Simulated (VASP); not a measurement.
# BN (F-43m) in VASP: settings compared, part 2 of 2

VASP 6.6.1. The steps go on from the part before.

## (5) Relaxation of cell and atoms, revPBE+D3

INCAR reads:

```
PREC = Accurate ; ENCUT = 600
EDIFF = 1E-6 ; ISMEAR = -1
SIGMA = 0.05 ; LREAL = False
LASPH = True ; NELM = 60
ALGO = Normal ; ISIF = 3
LWAVE = False ; LCHARG = False
GGA = RE ; IVDW = 11
IBRION = 2 ; NSW = 60
EDIFFG = -0.02
```

KPOINTS reads:

```
regular mesh
0
Gamma
  13 13 13
```

POSCAR reads:

```
BN
1.0
    0.0000000000      1.8130010000      1.8130010000
    1.8130010000      0.0000000000      1.8130010000
    1.8130010000      1.8130010000      0.0000000000
N B
1 1
Direct
    0.2500000000      0.2500000000      0.2500000000
    0.0000000000      0.0000000000      0.0000000000
```

The run is started by

```
$ cat potpaw_PBE.64/N/POTCAR potpaw_PBE.64/B/POTCAR > POTCAR
$ mpirun -np 1 vasp_std > vasp.out
```

Run time: 11 s. Hardware: 1 thread of Intel Xeon Platinum 8375C at 2.90GHz (Ice Lake), shared host; peak memory 0.13 GiB.

The run converged. Its results:

```
Free energy                            : -17.3229 eV
Relaxed volume                         : 5.94 Å³/atom
Relaxed cell                           : a = 2.562 Å, b = 2.562 Å, c = 2.562 Å, α = 60.00°, β = 60.00°, γ = 60.00°
Space group after relaxing (to 0.05 Å) : F-43m (No. 216)
Energy gained by relaxing              : 0.0 meV/atom
Ionic steps                            : 3
Pressure after relaxing                : 0.0 GPa
Band gap on the k mesh                 : 4.54 eV, indirect (least direct gap 8.83 eV)
Dispersion energy per atom             : -0.275 eV
```

Final structure:
```
N B
1.0
     0.00000    1.81145    1.81145
     1.81145    0.00000    1.81145
     1.81145    1.81145    0.00000
N B
1 1
Direct
  0.25000 0.25000 0.25000
  0.00000 0.00000 0.00000
```

Levels at points of the mesh, in eV from the valence-band top:
```tsv
k point	band 1	band 2	band 3	band 4	band 5	band 6	band 7	band 8
(0.00, 0.00, 0.00)	-20.21	0.00	0.00	0.00	8.83	8.83	8.83	10.24
```

Caveat: the PAW data sets were made with another functional, which shifts forces and pressure a little; an odd mesh through Γ misses points on the zone boundary, where band edges often lie.

## (6) Relaxation of cell and atoms, revPBE+D3(BJ)

INCAR reads:

```
SYSTEM = BN
  PREC = Accurate
  ENCUT = 600
  EDIFF = 1E-6
  ISMEAR = -1
  SIGMA = 0.05
  LREAL = .False.
  LASPH = .True.
  NELM = 80
  ALGO = Normal
  ISIF = 3
  LWAVE = .False.
  LCHARG = .False.
  GGA = RE
  IVDW = 12
  IBRION = 2
  NSW = 40
  EDIFFG = -0.005
```

KPOINTS reads:

```
regular mesh
0
Gamma
  13 13 13
  0 0 0
```

POSCAR is that of step 5.

Potentials or basis: VASP PAW PBE potentials, release 64 (N, B).

The run is started by

```
$ cat potpaw_PBE.64/N/POTCAR potpaw_PBE.64/B/POTCAR > POTCAR
$ mpirun -np 1 vasp_std > vasp.out
```

OUTCAR:

```text
SYSTEM = BN
   PREC = Accurate
   ENCUT = 600
   EDIFF = 1E-6
   ISMEAR = -1
   LREAL = .False.
   LASPH = .True.
   NELM = 80
   ISIF = 3
   GGA = RE
   IVDW = 12
   IBRION = 2
   NSW = 40
   EDIFFG = -0.005
 IVDW          = 12

 ion  position               nearest neighbor table
   1  0.250  0.250  0.250-   2 1.57   2 1.57   2 1.57   2 1.57
   2  0.000  0.000  0.000-   1 1.57   1 1.57   1 1.57   1 1.57

  LATTYP: Found a face centered cubic cell.
 ALAT       =     3.6260020000

  Lattice vectors:

 A1 = (   0.0000000000,   1.8130010000,   1.8130010000)
 A2 = (   1.8130010000,   0.0000000000,   1.8130010000)
 A3 = (   1.8130010000,   1.8130010000,   0.0000000000)

Analysis of symmetry for initial positions (statically):
=====================================================================
 Subroutine PRICEL returns:
 Original cell was already a primitive cell.

 Routine SETGRP: Setting up the symmetry group for a
 face centered cubic supercell.

 Subroutine GETGRP returns: Found 24 space group operations
 (whereof 24 operations were pure point group operations)
 out of a pool of 48 trial point group operations.

The static configuration has the point symmetry T_d .

Analysis of symmetry for dynamics (positions and initial velocities):
=====================================================================
 Subroutine PRICEL returns:
 Original cell was already a primitive cell.

 Routine SETGRP: Setting up the symmetry group for a
 face centered cubic supercell.

 Subroutine GETGRP returns: Found 24 space group operations
 (whereof 24 operations were pure point group operations)
 out of a pool of 48 trial point group operations.

The dynamic configuration has the point symmetry T_d .

 Subroutine INISYM returns: Found 24 space group operations
 (whereof 24 operations are pure point group operations),
 and found     1 'primitive' translations

----------------------------------------------------------------------------------------

                                     Primitive cell

  volume of cell :      11.9186

  direct lattice vectors                    reciprocal lattice vectors
     0.000000000  1.813001000  1.813001000    -0.275785838  0.275785838  0.275785838
     1.813001000  0.000000000  1.813001000     0.275785838 -0.275785838  0.275785838
     1.813001000  1.813001000  0.000000000     0.275785838  0.275785838 -0.275785838

  length of vectors
     2.563970603  2.563970603  2.563970603     0.477675083  0.477675083  0.477675083

  position of ions in fractional coordinates (direct lattice)
     0.250000000  0.250000000  0.250000000
     0.000000000  0.000000000  0.000000000

  ion indices of the primitive-cell ions
   primitive index   ion index
                 1           1
                 2           2

----------------------------------------------------------------------------------------

 KPOINTS: regular mesh

Automatic generation of k-mesh.
 Grid dimensions read from file:
 generate k-points for:   13   13   13

 Generating k-lattice:

  Cartesian coordinates                     Fractional coordinates (reciprocal lattice)
    -0.021214295  0.021214295  0.021214295     0.076923077  0.000000000  0.000000000
     0.021214295 -0.021214295  0.021214295     0.000000000  0.076923077  0.000000000
     0.021214295  0.021214295 -0.021214295     0.000000000  0.000000000  0.076923077

  Length of vectors
     0.036744237  0.036744237  0.036744237

  Shift w.r.t. Gamma in fractional coordinates (k-lattice)
     0.000000000  0.000000000  0.000000000

 Subroutine IBZKPT returns following result:
 ===========================================

 Found     84 irreducible k-points:

 Following reciprocal coordinates:
            Coordinates               Weight
  0.000000  0.000000  0.000000      1.000000
  0.076923  0.000000  0.000000      8.000000
  0.153846  0.000000  0.000000      8.000000
  0.230769  0.000000  0.000000      8.000000
  0.307692  0.000000  0.000000      8.000000
  0.384615  0.000000  0.000000      8.000000
[... 16 lines left out ...]
  0.384615  0.153846  0.000000     24.000000
  0.461538  0.153846  0.000000     24.000000
 [... further k-points ...]
   k-points           NKPTS =     84   k-points in BZ     NKDIM =     84   number of bands    NBANDS=      8
   number of dos      NEDOS =    301   number of ions     NIONS =      2
   total plane-waves  NPLWV =   8000
   dimension x,y,z NGX =    20 NGY =   20 NGZ =   20
   dimension x,y,z NGXF=    40 NGYF=   40 NGZF=   40
   ions per type =               1   1
   NGX,Y,Z   is equivalent  to a cutoff of  12.97, 12.97, 12.97 a.u.
   NGXF,Y,Z  is equivalent  to a cutoff of  25.94, 25.94, 25.94 a.u.
 SYSTEM =  BN
   PREC   = accura    normal or accurate (medium, high low for compatibility)
   ISTART =      0    job   : 0-new  1-cont  2-samecut
   ICHARG =      2    charge: 1-file 2-atom 10-const
   ISPIN  =      1    spin polarized calculation?
   LNONCOLLINEAR =      F non collinear calculations
   LSORBIT =      F    spin-orbit coupling
   LASPH  =      T    aspherical Exc in radial PAW
   ENCUT  =  600.0 eV  44.10 Ry    6.64 a.u.   5.12  5.12  5.12*2*pi/ulx,y,z
   NELM   =     80;   NELMIN=  2; NELMDL= -5     # of ELM steps
   EDIFF  = 0.1E-05   stopping-criterion for ELM
   LREAL  =      F    real-space projection
   EDIFFG = -.5E-02   stopping-criterion for IOM
   NSW    =     40    number of steps for IOM
   IBRION =      2    ionic relax: 0-MD 1-quasi-New 2-CG
   NFREE  =      1    steps in history (QN), initial steepest desc. (CG)
   ISIF   =      3    stress and relaxation
   ISYM   =      2    0-nonsym 1-usesym 2-fastsym
   POTIM  = 0.5000    time-step for ionic-motion
   TEBEG  =    0.0;   TEEND  =   0.0 temperature during run
   PSTRESS=    0.0 pullay stress
   NELECT =       8.0000    total number of electrons
   NUPDOWN=      -1.0000    fix difference up-down
   EMIN   =  10.00;   EMAX   =-10.00  energy-range for DOS
   EFERMI =   0.00;   METHOD = LEGACY
   ISMEAR =    -1;   SIGMA  =   0.05  broadening in eV -4-tet -1-fermi 0-gaus
   EFERMI_NEDOS =   21; number of points for ismear=-14 and -15
   IALGO  =     38    algorithm
   IMIX   =      4    mixing-type and parameters
     AMIX     =   0.40;   BMIX     =  1.00
     AMIX_MAG =   1.60;   BMIX_MAG =  1.00
  volume/ion in A,a.u.               =       5.96        40.22
  Fermi-wavevector in a.u.,A,eV,Ry     =   1.433387  2.708709 27.954506  2.054598
  Thomas-Fermi vector in A             =   2.552911
   LORBIT       =      0    0 simple, 1 ext, 2 COOP (PROOUT), +10 PAW based schemes
   GGA     = RE    functional components
   LHFCALC =     F    Hartree Fock is set to
   AEXX    =    0.0000 exact exchange contribution
   IVDW    =    12    specifies the selected vdW correction
   LEPSILON=     F    determine dielectric tensor
   LRPA    =     F    only Hartree local field effects (RPA)
 conjugate gradient relaxation of ions
 non-spin polarized calculation
  energy-cutoff  :      600.00
  volume of cell :       11.92
 maximum number of plane-waves:       411
   NGX = 11   NGY = 11   NGZ = 11

--------------------------------------- Ionic step        1  -------------------------------------------

 number of electron       7.9999999 magnetization

 Free energy of the ion-electron system (eV)
  ---------------------------------------------------
  ext. energy  EPLUGINS =         0.00000000
  ---------------------------------------------------
  free energy    TOTEN  =       -16.77470115 eV

  energy without entropy =      -16.77470115  energy(sigma->0) =      -16.77470115

------------------------ aborting loop because EDIFF is reached ----------------------------------------

 Edisp (eV)   -0.85452

 E8    (eV) :    -0.5019
[... 71 lines left out ...]
--------------------------------------- Ionic step        3  -------------------------------------------

 number of electron       7.9999999 magnetization

 Free energy of the ion-electron system (eV)
  ---------------------------------------------------
  ext. energy  EPLUGINS =         0.00000000
  ---------------------------------------------------
  free energy    TOTEN  =       -16.76307840 eV

  energy without entropy =      -16.76307840  energy(sigma->0) =      -16.76307840

 E-fermi :   8.5501     XC(G=0): -12.8106

 val. band max:        7.6257049838   @ k =   0.0000   0.0000   0.0000
 cond. band min:      12.1883359630   @ k =   0.4615   0.4615   0.0000
 fundamental gap:      4.5626309792
 Fermi energy:         8.5500659638

 k-point     1 :       0.0000    0.0000    0.0000
  band No.  band energies     occupation
      1     -12.7834      2.00000
      2       7.6257      2.00000
      3       7.6257      2.00000
      4       7.6257      2.00000
      5      16.5421      0.00000
      6      16.5421      0.00000
      7      16.5421      0.00000
      8      18.1447      0.00000
[... 243 lines left out ...]
 k-point    24 :       0.4615    0.1538    0.0000
  band No.  band energies     occupation
      1      -8.7694      2.00000
      2      -1.7375      2.00000
      3       4.3283      2.00000
      4       4.7657      2.00000
      5      16.6056      0.00000
      6      19.9033      0.00000
      7      20.2801      0.00000
      8      22.4836      0.00000

 [... further k-points ...]

------------------------ aborting loop because EDIFF is reached ----------------------------------------

 Edisp (eV)   -0.87169

 E8    (eV) :    -0.5119
[... 25 lines left out ...]
  FREE ENERGIE OF THE ION-ELECTRON SYSTEM (eV)
  ---------------------------------------------------
  free  energy   TOTEN  =       -17.6347692034 eV

  energy  without entropy=      -17.6347692034  energy(sigma->0) =      -17.63476920

 reached required accuracy - stopping structural energy minimisation
```

CONTCAR:

```text
BN
   1.00000000000000
    -0.0000000000000000    1.8009559410412128    1.8009559410412128
     1.8009559410412128    0.0000000000000000    1.8009559410412128
     1.8009559410412128    1.8009559410412128    0.0000000000000000
  N               B
     1     1
Direct
     0.2500000000000000    0.2500000000000000    0.2500000000000000
     0.0000000000000000    0.0000000000000000    0.0000000000000000

  0.00000000E+00  0.00000000E+00  0.00000000E+00
  0.00000000E+00  0.00000000E+00  0.00000000E+00
```

It took 13 s on 1 thread of Intel Xeon Platinum 8375C at 2.90GHz (Ice Lake), shared host; peak memory 0.14 GiB.

Results:

| Property | Result |
| --- | --- |
| Free energy | -17.6348 eV |
| Relaxed volume | 5.84 Å³/atom |
| Relaxed cell | a = 2.547 Å, b = 2.547 Å, c = 2.547 Å, α = 60.00°, β = 60.00°, γ = 60.00° |
| Space group after relaxing (to 0.05 Å) | F-43m (No. 216) |
| Energy gained by relaxing | 2.8 meV/atom |
| Ionic steps | 3 |
| Pressure after relaxing | 0.0 GPa |
| Band gap on the k mesh | 4.56 eV, indirect (least direct gap 8.92 eV) |
| Dispersion energy per atom | -0.436 eV |

The path:
```csv
step,energy change (eV),largest force (eV/Å),pressure (GPa),volume (Å³)
1,0.0000,0.0000,-7.38,11.92
2,0.0001,0.0000,7.95,11.45
3,-0.0056,0.0000,-0.01,11.68
```

Final structure:
```
N B
1.0
     0.00000    1.80096    1.80096
     1.80096    0.00000    1.80096
     1.80096    1.80096    0.00000
N B
1 1
Direct
  0.25000 0.25000 0.25000
  0.00000 0.00000 0.00000
```

Caveat: the PAW data sets were made with another functional, which shifts forces and pressure a little; an odd mesh through Γ misses points on the zone boundary, where band edges often lie.

## (7) Summary

| level | gap on the mesh (eV) | pressure (GPa) | relaxed volume (Å³/atom) |
| --- | --- | --- | --- |
| RPBE+D3 | 4.56 | 0.0 | 5.94 |
| RPBE+D3(BJ) | 4.59 | -0.1 | 5.73 |
| RPBE+D4 | 4.58 | 0.0 | 5.81 |
| revPBE+D3 | 4.54 | 0.0 | 5.94 |
| revPBE+D3(BJ) | 4.56 | 0.0 | 5.84 |

Alike in all rows: task relaxation of cell and atoms; potentials or basis VASP PAW PBE potentials, release 64 (N, B); no spin polarisation; cell relaxed; k mesh 13 × 13 × 13; cutoff (eV) 600; smearing fermi-dirac 0.05 eV.

Caveats: the PAW data sets were made with another functional, which shifts forces and pressure a little; an odd mesh through Γ misses points on the zone boundary, where band edges often lie.

Total energies depend on the potentials used, so only differences within one code and one set of settings carry meaning.
